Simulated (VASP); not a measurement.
# MgS (F-43m) in VASP: further runs

One crystal, MgS, is run at these levels: LDA; tasks: single point.

Program: VASP 6.6.1. These are calculated values, not measurements. Logs are shortened: lines on timing, memory, paths and dates and some standing lists are left out, and cuts for length are marked.

## Step 1: The crystal as given

The structure is cubic, space group F-43m (No. 216). The conventional cell has a = 5.666 Å, b = 5.666 Å, c = 5.666 Å, α = 90.00°, β = 90.00°, γ = 90.00°. S (site symmetry -43m) has 4 Mg at 2.45 Å as nearest neighbours. Mg (site symmetry -43m) has 4 S at 2.45 Å as nearest neighbours.

The cell comes from a database or a generator and needn't be the stable form of this composition.

## Step 2: Single point, LDA

INCAR reads:

```
PREC = Accurate ; ENCUT = 550
EDIFF = 1E-6 ; ISMEAR = 0
SIGMA = 0.05 ; LREAL = False
LASPH = True ; NELM = 100
ALGO = Normal ; ISIF = 2
LWAVE = False ; LCHARG = False
ADDGRID = False
```

KPOINTS reads:

```
Automatic mesh
0
Gamma
  7 7 7
```

POSCAR reads:

```
MgS
1.0
    0.0000000000      2.8331200468      2.8331200468
    2.8331200468      0.0000000000      2.8331200468
    2.8331200468      2.8331200468      0.0000000000
S Mg
1 1
Direct
    0.2346630000      0.2748010000      0.2357280000
   -0.0216520000      0.0237760000     -0.0317750000
```

Potentials or basis: VASP PAW LDA potentials, release 64 (S, Mg).

The run is started by

```sh
$ cat potpaw_LDA.64/S/POTCAR potpaw_LDA.64/Mg/POTCAR > POTCAR
$ mpirun -np 1 vasp_std > vasp.out
```

OUTCAR:

```text
PREC = Accurate
   ENCUT = 550
   EDIFF = 1E-6
   ISMEAR = 0
   LREAL = False
   LASPH = True
   NELM = 100
   ISIF = 2

 Found    172 irreducible k-points:

 Following reciprocal coordinates:
            Coordinates               Weight
  0.000000  0.000000  0.000000      1.000000
  0.142857  0.000000  0.000000      2.000000
  0.000000  0.142857  0.000000      2.000000
  0.000000  0.000000  0.142857      2.000000
  0.142857  0.142857  0.142857      2.000000
  0.285714  0.000000  0.000000      2.000000
   k-points           NKPTS =    172   k-points in BZ     NKDIM =    172   number of bands    NBANDS=      8
   number of dos      NEDOS =    301   number of ions     NIONS =      2
   total plane-waves  NPLWV =  32768
   dimension x,y,z NGX =    32 NGY =   32 NGZ =   32
   dimension x,y,z NGXF=    64 NGYF=   64 NGZF=   64
   ions per type =               1   1
   NGX,Y,Z   is equivalent  to a cutoff of  13.28, 13.28, 13.28 a.u.
   NGXF,Y,Z  is equivalent  to a cutoff of  26.56, 26.56, 26.56 a.u.
 SYSTEM =  unknown system
   PREC   = accura    normal or accurate (medium, high low for compatibility)
   ISTART =      0    job   : 0-new  1-cont  2-samecut
   ICHARG =      2    charge: 1-file 2-atom 10-const
   ISPIN  =      1    spin polarized calculation?
   LNONCOLLINEAR =      F non collinear calculations
   LSORBIT =      F    spin-orbit coupling
   LASPH  =      T    aspherical Exc in radial PAW
   ENCUT  =  550.0 eV  40.42 Ry    6.36 a.u.   7.66  7.66  7.66*2*pi/ulx,y,z
   NELM   =    100;   NELMIN=  2; NELMDL= -5     # of ELM steps
   EDIFF  = 0.1E-05   stopping-criterion for ELM
   LREAL  =      F    real-space projection
   EDIFFG = 0.1E-04   stopping-criterion for IOM
   NSW    =      0    number of steps for IOM
   IBRION =     -1    ionic relax: 0-MD 1-quasi-New 2-CG
   NFREE  =      0    steps in history (QN), initial steepest desc. (CG)
   ISIF   =      2    stress and relaxation
   ISYM   =      2    0-nonsym 1-usesym 2-fastsym
   POTIM  = 0.5000    time-step for ionic-motion
   TEBEG  =    0.0;   TEEND  =   0.0 temperature during run
   PSTRESS=    0.0 pullay stress
   NELECT =       8.0000    total number of electrons
   NUPDOWN=      -1.0000    fix difference up-down
   EMIN   =  10.00;   EMAX   =-10.00  energy-range for DOS
   EFERMI =   0.00;   METHOD = LEGACY
   ISMEAR =     0;   SIGMA  =   0.05  broadening in eV -4-tet -1-fermi 0-gaus
   EFERMI_NEDOS =   21; number of points for ismear=-14 and -15
   IALGO  =     38    algorithm
   IMIX   =      4    mixing-type and parameters
     AMIX     =   0.40;   BMIX     =  1.00
     AMIX_MAG =   1.60;   BMIX_MAG =  1.00
  volume/ion in A,a.u.               =      22.74       153.46
  Fermi-wavevector in a.u.,A,eV,Ry     =   0.917269  1.733386 11.447692  0.841382
  Thomas-Fermi vector in A             =   2.042218
   LORBIT       =      0    0 simple, 1 ext, 2 COOP (PROOUT), +10 PAW based schemes
   GGA     = CA    functional components
   LHFCALC =     F    Hartree Fock is set to
   AEXX    =    0.0000 exact exchange contribution
   IVDW    =     0    specifies the selected vdW correction
   LEPSILON=     F    determine dielectric tensor
   LRPA    =     F    only Hartree local field effects (RPA)
 non-spin polarized calculation
 Gauss-broadening in eV      SIGMA  =   0.05
  energy-cutoff  :      550.00
  volume of cell :       45.48
 maximum number of plane-waves:      1363
   NGX = 15   NGY = 15   NGZ = 15

 number of electron       8.0000000 magnetization

 Free energy of the ion-electron system (eV)
  ---------------------------------------------------
  ext. energy  EPLUGINS =         0.00000000
  ---------------------------------------------------
  free energy    TOTEN  =        -9.35883591 eV

  energy without entropy =       -9.35883591  energy(sigma->0) =       -9.35883591

 E-fermi :   1.2455     XC(G=0):  -8.7521

 val. band max:        0.9987270867   @ k =   0.0000   0.0000   0.0000
 cond. band min:       4.0586209182   @ k =   0.0000   0.0000   0.0000
 fundamental gap:      3.0598938315
 Fermi energy:         1.2454896246

 k-point     1 :       0.0000    0.0000    0.0000
  band No.  band energies     occupation
      1     -10.3527      2.00000
      2       0.7807      2.00000
      3       0.8544      2.00000
      4       0.9987      2.00000
      5       4.0586      0.00000
      6       8.6339      0.00000
      7       8.6393      0.00000
      8       8.6602      0.00000

 k-point     2 :       0.1429    0.0000    0.0000
  band No.  band energies     occupation
      1     -10.2371      2.00000
      2      -0.0307      2.00000
      3       0.7380      2.00000
      4       0.9125      2.00000
      5       4.8870      0.00000
      6       8.3937      0.00000
      7       8.8343      0.00000
      8       8.9100      0.00000

 k-point     3 :       0.0000    0.1429    0.0000
  band No.  band energies     occupation
      1     -10.2374      2.00000
      2      -0.0096      2.00000
      3       0.7211      2.00000
      4       0.9048      2.00000
      5       4.8900      0.00000
      6       8.3900      0.00000
      7       8.8313      0.00000
      8       8.9037      0.00000

 k-point     4 :       0.0000    0.0000    0.1429
  band No.  band energies     occupation
      1     -10.2364      2.00000
      2      -0.0734      2.00000
      3       0.7825      2.00000
      4       0.9178      2.00000
      5       4.8805      0.00000
      6       8.4092      0.00000
      7       8.8563      0.00000
      8       8.8998      0.00000

 k-point     5 :       0.1429    0.1429    0.1429
  band No.  band energies     occupation
      1     -10.2390      2.00000
      2       0.0965      2.00000
      3       0.7158      2.00000
      4       0.7871      2.00000
      5       4.9043      0.00000
      6       8.4017      0.00000
      7       8.8075      0.00000
      8       8.8516      0.00000

 k-point     6 :       0.2857    0.0000    0.0000
  band No.  band energies     occupation
      1      -9.9528      2.00000
      2      -1.3657      2.00000
      3       0.5942      2.00000
      4       0.7646      2.00000
      5       5.7052      0.00000
      6       8.5775      0.00000
      7       8.7039      0.00000
      8       8.8797      0.00000

 [... further k-points ...]

------------------------ aborting loop because EDIFF is reached ----------------------------------------

  FORCE on cell =-STRESS in cart. coord.  units (eV):
  Direction    XX          YY          ZZ          XY          YZ          ZX
  --------------------------------------------------------------------------------------
  -------------------------------------------------------------------------------------
  Total       -0.6653515     -0.6819448     -0.6435219     -0.0617561     -0.2711212     -0.3584410
  in kB      -23.4388785    -24.0234232    -22.6698674     -2.1755315     -9.5510053    -12.6270918
  external PRESSURE =     -23.3773897 kB  Pullay stress =       0.0000000 kB

 VOLUME and BASIS-vectors are now :
 -----------------------------------------------------------------------------
  energy-cutoff  :      550.00
  volume of cell :       45.48
      direct lattice vectors                 reciprocal lattice vectors
     0.000000000  2.833120047  2.833120047    -0.176483874  0.176483874  0.176483874
     2.833120047  0.000000000  2.833120047     0.176483874 -0.176483874  0.176483874
     2.833120047  2.833120047  0.000000000     0.176483874  0.176483874 -0.176483874

 POSITION                                       TOTAL-FORCE (eV/Angst)
 -----------------------------------------------------------------------------------
      1.44639      1.33267      1.44337        -0.256655     -0.341011     -0.046521
      2.81046      5.51487      2.83914         0.256655      0.341011      0.046521
 -----------------------------------------------------------------------------------
    total drift:                                0.000055      0.000021      0.000024

  FREE ENERGIE OF THE ION-ELECTRON SYSTEM (eV)
  ---------------------------------------------------
  free  energy   TOTEN  =        -9.3588359147 eV

  energy  without entropy=       -9.3588359147  energy(sigma->0) =       -9.35883591
```

It took 39 s on 1 thread of Intel Xeon Platinum 8488C (Sapphire Rapids), shared host; peak memory 0.2 GiB.

These settings aren't checked as converged: the numbers below hold their error.

What came out:

| Quantity | Value |
| --- | --- |
| Free energy | -9.3588 eV |
| Pressure | -2.3 GPa |
| Largest force | 0.429 eV/Å |
| Band gap on the k mesh | 3.06 eV, direct |

## Step 3: Single point, LDA

Edit INCAR of step 2 so:

```diff
@@ -1,2 +1,2 @@
-PREC = Accurate ; ENCUT = 550
+PREC = Low ; ENCUT = 550
 EDIFF = 1E-6 ; ISMEAR = 0
```

KPOINTS is that of step 2.

POSCAR reads:

```
MgS
1.0
    0.0000000000      2.8331200468      2.8331200468
    2.8331200468      0.0000000000      2.8331200468
    2.8331200468      2.8331200468      0.0000000000
S Mg
1 1
Direct
    0.2500000000      0.2500000000      0.2500000000
    0.0000000000      0.0000000000      0.0000000000
```

Potentials or basis: VASP PAW LDA potentials, release 64 (S, Mg).

The run is started by

```sh
$ cat potpaw_LDA.64/S/POTCAR potpaw_LDA.64/Mg/POTCAR > POTCAR
$ mpirun -np 1 vasp_std > vasp.out
```

It took 4.3 s on 1 thread of Intel Xeon Platinum 8488C (Sapphire Rapids), shared host; peak memory 0.11 GiB.

The run converged, but some of its settings lie outside the range that counts as converged, so its numbers aren't taken as properties of the crystal.

What came out:

- Free energy: -9.3780 eV
- Pressure: -2.5 GPa
- Band gap on the k mesh: 3.18 eV, direct

## Step 4: The reference run

An earlier run on the cell as given: functional PBEsol; potentials or basis VASP PAW PBE potentials, release 64 (S, Mg); cutoff 520 eV; k mesh 8 × 8 × 8; occupations fermi-dirac, width 0.05 eV; no spin polarisation.

* Pressure: -0.5 GPa
* Band gap on the k mesh: 3.29 eV, direct
